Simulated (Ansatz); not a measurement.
Crystal: CuO.

```
Cu O
1.0
     4.16094    0.00000    0.00000
     0.00000    4.16094    0.00000
     0.00000    0.00000    3.88764
Cu O
3 3
Direct
  0.50000 0.00000 0.50000
  0.00000 0.50000 0.50000
  0.00000 0.00000 0.00000
  0.00000 0.00000 0.50000
  0.50000 0.00000 0.00000
  0.00000 0.50000 0.00000
```

Measurements of this composition are mostly on another form, of space group No. 15.

Base run:

* Program: Ansatz 0.2.0
* Functional: PBEsol
* Potentials or basis: Ansatz PAW
* Cutoff: 420 eV (not typed: the program's choice for these potentials)
* k mesh: 7 × 7 × 7
* Occupations: fermi-dirac, width 0.05 eV
* Spin: no spin polarisation

Its results: band gap on the k mesh none (metal or under the smearing width); pressure -5.5 GPa.

Problem. The run is repeated on the same cell with these changes: functional from PBEsol to RPBE. What comes out?

Solution. Band gap on the k mesh none (metal or under the smearing width); pressure 6.7 GPa.

RPBE binds less tightly than PBEsol, so the same cell stands under more pressure.

Caveats: an odd number of electrons without spin polarisation forces a metal; a magnetic or distorted state may lie lower; the run has no spin polarisation, though such a crystal can be magnetic; semilocal functionals often make such compounds metallic where correlation or magnetic order opens a gap, which also shifts bond lengths; the PAW data sets come from PBE, with cores solved anew for the run's functional, which leaves a small shift of forces and pressure.
